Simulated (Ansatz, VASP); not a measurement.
# One calculation of MgO, two programs

```
Mg O
1.0
     0.00000    2.13515    2.13515
     2.26326    0.00000    2.13515
     2.26326    2.13515    0.00000
Mg O
1 1
Cartesian
  0.0000 0.0000 0.0000
  2.2633 2.1351 2.1351
```

Change from the starting cell: strain +0.0600 x Voigt [1, 0, 0, 0, 0, 0], atoms carried along.

Alike in both runs: task single point; functional r2SCAN; k mesh 10 × 10 × 10; occupations gaussian, width 0.05 eV; no spin polarisation.

|  | VASP | Ansatz |
| --- | --- | --- |
| version | VASP 6.6.1 | Ansatz 0.2.0 |
| potentials or method | VASP PAW PBE potentials, release 64 (Mg, O) | scalar-relativistic, plane waves, PAW |
| plane-wave cutoff (eV) | 520 | 500 |
| valence electrons in the cell | 8 | 16 |

|  | VASP | Ansatz | Ansatz less VASP |
| --- | --- | --- | --- |
| gap on the k mesh at the Fermi level (eV) | 4.57 | 4.59 | +0.027 |
| least direct gap on the mesh (eV) | 4.57 | 4.59 | +0.027 |
| pressure (GPa) | -14.3 | -13.3 | +1.04 |
| largest component of the traceless stress (GPa) | 3.57 | 3.68 | +0.105 |

The two sets of potentials don't hold the same shells in valence.

Caveats: the PAW data sets were made with another functional, which shifts forces and pressure a little (VASP).
